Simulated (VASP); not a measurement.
# Relaxed cell of CdS (Greenockite): a test of cutoff and mesh, part 2 of 2

How far does the relaxed cell of CdS (Greenockite) depend on cutoff and k mesh? The starting structure is a measured crystal structure from the Crystallography Open Database. The first relaxation on each setting starts from this cell expanded by 3 % in volume.

VASP 6.6.1.

Results so far: reference 24.83 Å³ an atom; a cutoff of 270 eV 24.25 Å³ an atom; a 3×3×2 mesh 24.96 Å³ an atom.

The database entry behind the starting cell differs from later determinations by our own check (about 0.35 % long), so it need not match the best structure at ambient conditions.

### 5. Relaxation with a cutoff of 600 eV

Level of this step: PBEsol; plane waves and PAW (Cd, S) (VASP).

Against step 2 the input has ENCUT = 600. This run starts from the cell of an earlier relaxation, which isn't shown; the restart sets up the plane waves anew.

File INCAR:

```
SYSTEM = CdS
PREC = Accurate
ENCUT = 600
EDIFF = 1E-06
NELM = 100
ISMEAR = 0
SIGMA = 0.03
LREAL = .FALSE.
ALGO = Normal
GGA = PS
NBANDS = 24
LORBIT = 11
LWAVE = .FALSE.
LCHARG = .FALSE.
KPAR = 4
IBRION = 2
NSW = 50
ISIF = 3
EDIFFG = -0.006
```

File POSCAR:

```
CdS
1.0
    4.1316133325      0.0000000000      0.0000000000
   -2.0658066663      3.5780821045      0.0000000000
    0.0000000000      0.0000000000      6.7279652539
Cd S
2 2
Direct
    0.6666666667      0.3333333333      0.4994282171
    0.3333333333      0.6666666667      0.9994282171
    0.6666666667      0.3333333333      0.8755717829
    0.3333333333      0.6666666667      0.3755717829
```

File KPOINTS:

```
Automatic mesh
0
Gamma
6 6 4
0 0 0
```

Potentials, in the order of the species: Cd and S (PBE family, release 64).

Command:

```bash
$ mpirun -np 4 vasp_std
```

The program printed:

```text
[... set-up lines as in an earlier step ...]
 entering main loop
       N       E                     dE             d eps       ncg     rms          rms(c)
DAV:   1     0.266742356368E+03    0.26674E+03   -0.19269E+04  1008   0.155E+03
DAV:   2    -0.379880082909E+00   -0.26712E+03   -0.25942E+03  1160   0.357E+02
DAV:   3    -0.144850632117E+02   -0.14105E+02   -0.14048E+02  1248   0.821E+01
DAV:   4    -0.146268136319E+02   -0.14175E+00   -0.14170E+00  1200   0.818E+00
[...]
DAV:  14    -0.136306757561E+02    0.52055E-05   -0.90090E-06  1288   0.374E-02    0.491E-02
DAV:  15    -0.136306711330E+02    0.46231E-05   -0.23241E-05  1128   0.224E-02    0.256E-02
DAV:  16    -0.136306710904E+02    0.42508E-07   -0.53623E-07   680   0.432E-03
   1 F= -.13630671E+02 E0= -.13630671E+02  d E =-.136307E+02
[...]
reached required accuracy - stopping structural energy minimisation
```

Elapsed: 29 s, on 4 MPI ranks of AMD EPYC 7R43, shared host; peak memory 0.95 GiB.

From OUTCAR (step 5):

```text
  Total        0.0029308      0.0029308     -0.0022326     -0.0000000      0.0000000      0.0000000
  in kB        0.0472103      0.0472103     -0.0359632     -0.0000000      0.0000000      0.0000000
  external PRESSURE =       0.0194858 kB  Pullay stress =       0.0000000 kB

 POSITION                                       TOTAL-FORCE (eV/Angst)
 -----------------------------------------------------------------------------------
      2.06581      1.19269      3.36014         0.000000     -0.000000     -0.005436
     -0.00000      2.38539      6.72412        -0.000000     -0.000000     -0.005436
      2.06581      1.19269      5.89082         0.000000      0.000000      0.005436
     -0.00000      2.38539      2.52683         0.000000     -0.000000      0.005436
 -----------------------------------------------------------------------------------
    total drift:                               -0.000000      0.000000     -0.000560

  FREE ENERGIE OF THE ION-ELECTRON SYSTEM (eV)
  ---------------------------------------------------
  free  energy   TOTEN  =       -13.6306710904 eV

  energy  without entropy=      -13.6306710904  energy(sigma->0) =      -13.63067109

[... 2 parts as in an earlier step ...]

[... 2 further parts left out ...]
[key lines of the parts left out:]
E-fermi :   1.3319
```

With a cutoff of 600 eV the cell ends at 24.865 Å³ an atom, +0.13 % from the reference.

### 6. Relaxation with an 8×8×6 mesh

Against step 2 the input has an 8×8×6 mesh. This run starts from the cell of an earlier relaxation, which isn't shown; the restart sets up the plane waves anew.

INCAR, as its differences from that of step 5:

```diff
@@ -2,3 +2,3 @@
 PREC = Accurate
-ENCUT = 600
+ENCUT = 450
 EDIFF = 1E-06
```

File POSCAR:

```
CdS
1.0
    4.1301072944      0.0000000000      0.0000000000
   -2.0650536473      3.5767778373      0.0000000000
    0.0000000000      0.0000000000      6.7276633773
Cd S
2 2
Direct
    0.6666666667      0.3333333333      0.4994568338
    0.3333333333      0.6666666667      0.9994568338
    0.6666666667      0.3333333333      0.8755431662
    0.3333333333      0.6666666667      0.3755431662
```

File KPOINTS:

```
Automatic mesh
0
Gamma
8 8 6
0 0 0
```

Command:

```bash
$ mpirun -np 4 vasp_std
```

The program printed:

```text
[... set-up lines as in an earlier step ...]
 entering main loop
       N       E                     dE             d eps       ncg     rms          rms(c)
DAV:   1     0.224856058480E+03    0.22486E+03   -0.16421E+04  1928   0.123E+03
DAV:   2    -0.319420566112E+01   -0.22805E+03   -0.22203E+03  2248   0.320E+02
DAV:   3    -0.145194304736E+02   -0.11325E+02   -0.11286E+02  2312   0.731E+01
DAV:   4    -0.146266130972E+02   -0.10718E+00   -0.10714E+00  2256   0.697E+00
[...]
DAV:  14    -0.136317378304E+02    0.17634E-05   -0.30946E-06  1944   0.227E-02    0.319E-02
DAV:  15    -0.136317352256E+02    0.26048E-05   -0.10775E-05  2152   0.144E-02    0.820E-03
DAV:  16    -0.136317352440E+02   -0.18409E-07   -0.31646E-07  1224   0.413E-03
   1 F= -.13631735E+02 E0= -.13631735E+02  d E =-.136317E+02
[...]
N       E                     dE             d eps       ncg     rms          rms(c)
DAV:   1    -0.136324614640E+02   -0.72624E-03   -0.16546E-02  2056   0.131E+00    0.199E-01
DAV:   2    -0.136318291231E+02    0.63234E-03   -0.18131E-03  2136   0.522E-01    0.695E-02
DAV:   3    -0.136317709499E+02    0.58173E-04   -0.17363E-04  2200   0.113E-01    0.598E-02
DAV:   4    -0.136317664282E+02    0.45217E-05   -0.11306E-05  1968   0.257E-02    0.131E-02
DAV:   5    -0.136317662269E+02    0.20129E-06   -0.52437E-06  1888   0.274E-02
   2 F= -.13631766E+02 E0= -.13631766E+02  d E =-.309829E-04
 trial-energy change:   -0.000031  1 .order   -0.000022   -0.000064    0.000020
 step:   0.8461(harm=  0.7606)  dis= 0.00023  next Energy=   -13.631768 (dE=-0.325E-04)
 reached required accuracy - stopping structural energy minimisation
```

It took 37 s on 4 MPI ranks; peak memory 0.81 GiB; 2.4 min of CPU time.

From OUTCAR (step 6):

```text
  Total        0.0204120      0.0204120      0.0076829     -0.0000000      0.0000000      0.0000000
  in kB        0.3295374      0.3295374      0.1240356     -0.0000000      0.0000000      0.0000000
  external PRESSURE =       0.2610368 kB  Pullay stress =       0.0000000 kB

 POSITION                                       TOTAL-FORCE (eV/Angst)
 -----------------------------------------------------------------------------------
      2.06407      1.19169      3.35827        -0.000000      0.000000     -0.002952
     -0.00000      2.38338      6.72047         0.000000     -0.000000     -0.002952
      2.06407      1.19169      5.88777         0.000000      0.000000      0.002952
     -0.00000      2.38338      2.52557        -0.000000      0.000000      0.002952
 -----------------------------------------------------------------------------------
    total drift:                               -0.000000     -0.000000     -0.000350

  FREE ENERGIE OF THE ION-ELECTRON SYSTEM (eV)
  ---------------------------------------------------
  free  energy   TOTEN  =       -13.6317662269 eV

  energy  without entropy=      -13.6317662269  energy(sigma->0) =      -13.63176623

[... 1 part as in an earlier step ...]

[... 3 further parts left out ...]
[key lines of the parts left out:]
E-fermi :   1.3473
```

With an 8×8×6 mesh the cell ends at 24.810 Å³ an atom, -0.09 % from the reference.

### 7. The runs compared

```tsv
run	volume (Å³/atom)	change (%)	pressure left (GPa)	core minutes
reference	24.832	-	-0.01	21.3
a cutoff of 270 eV	24.254	-2.33	-0.01	3.99
a 3×3×2 mesh	24.955	0.5	-0.02	2.11
a cutoff of 600 eV	24.865	0.13	0.0	10.1
an 8×8×6 mesh	24.81	-0.09	0.03	11.4
```

Core minutes are wall time times ranks, summed over the relaxations behind a row (those for a bulk modulus apart), on shared hosts.

### 8. Results

```json
{
  "volume of the reference": "24.83 Å³/atom",
  "volume against the reference, a cutoff of 270 eV": "-2.33 %",
  "volume against the reference, a 3×3×2 mesh": "+0.50 %",
  "volume against the reference, a cutoff of 600 eV": "+0.13 %",
  "volume against the reference, an 8×8×6 mesh": "-0.09 %"
}
```

What this shows: The volume moves most with a cutoff of 270 eV: -2.33 % against the reference (450 eV, 6×6×4 mesh). On finer settings it changes by +0.13 % with a cutoff of 600 eV and -0.09 % with an 8×8×6 mesh. The relaxations stop with up to 0.03 GPa left, which at a bulk modulus of 50 GPa, to name a scale, is 0.05 % of the volume, and more along a soft axis. That understates it: a restart alone still moved the volume by up to 1.1 %. A cell that shrinks at the lower cutoff is the usual mark of Pulay stress, the error that a plane-wave basis makes when it is kept while the volume changes. Further runs on this material are not shown.

[Lines on the potential files, build, host, timing and source positions are cut from VASP's logs without a mark.]

[Logs are printed without paths, hosts, clocks, repeated set-up lines and the standing remarks that a program may print on its own settings, such as how far it seeks lower states.]

[Hosts, paths, dates, database ids (printed as entryN), source tags and the programs' standing remarks are cut or masked in the printed files.]
